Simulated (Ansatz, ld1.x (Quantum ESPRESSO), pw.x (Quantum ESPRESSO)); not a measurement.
## Equation-of-state test of one TM potential (Ag)

silver, norm-conserving Troullier–Martins (Kleinman–Bylander form), made with ld1.x (Quantum ESPRESSO) 7.5 (PBEsol, scalar-relativistic). Core [Kr], reference 4d10 5s1 5p0. Waves: 5p (bound, empty): rc 2.75 bohr; 4d (bound): rc 1.95 bohr; 5s (bound): rc 2.00 bohr. Local part: the s channel. Core correction: a·sin(br)/r model core inside 1.25 bohr.

Crystal test: fcc Ag in pw.x 7.5, no spin, 14³ k-points, Fermi–Dirac smearing 0.01 Ry, cutoffs 110/440 Ry. The reference is all-electron LAPW (Ansatz 0.2.0) with the same functional, mesh and smearing; V0 and B0 come from Birch–Murnaghan fits to the pressures at five volumes. Errors are pseudo minus all-electron; Δ is the rms difference of the E(V) curves that follow from these fits, minima aligned, over ±6 % about the mean V0. Mesh and smearing are coarse, so the numbers serve the comparison and aren't converged zero-temperature values; the lattice is a test structure that the element need not adopt.

```json
{"V (Å³/atom)": "15.891", "P all-electron (GPa)": "6.42", "P pseudo (GPa)": "12.32"}
{"V (Å³/atom)": "16.309", "P all-electron (GPa)": "2.69", "P pseudo (GPa)": "7.96"}
{"V (Å³/atom)": "16.727", "P all-electron (GPa)": "-0.47", "P pseudo (GPa)": "4.27"}
{"V (Å³/atom)": "17.145", "P all-electron (GPa)": "-3.13", "P pseudo (GPa)": "1.12"}
{"V (Å³/atom)": "17.563", "P all-electron (GPa)": "-5.37", "P pseudo (GPa)": "-1.54"}
```

All-electron: a0 = 4.054 Å (V0 = 16.66 Å³/atom), B0 = 118.5 GPa.

Pseudopotential: mean pressure error (GPa): +4.80; a0 (Å): 4.107; a0 error (%): +1.29; B0 error (%): -5.6; Δ (meV/atom): 16.6. This is a poor potential for the solid.

Problem. At the middle volume, how do free energy and pressure move when the wave cutoff is lowered (ecutrho kept at four times it)?

Solution.

```csv
cutoff (Ry),shift of F (meV/atom),shift of P (GPa)
50,+311.8,-26.53
66,+19.5,+0.09
88,+8.1,-0.25
```

The run at the middle volume (104 k-points, 7 iterations) took about 36 s on one core of a shared host (Neoverse-V1, 32 threads, 247 GiB, load 37).
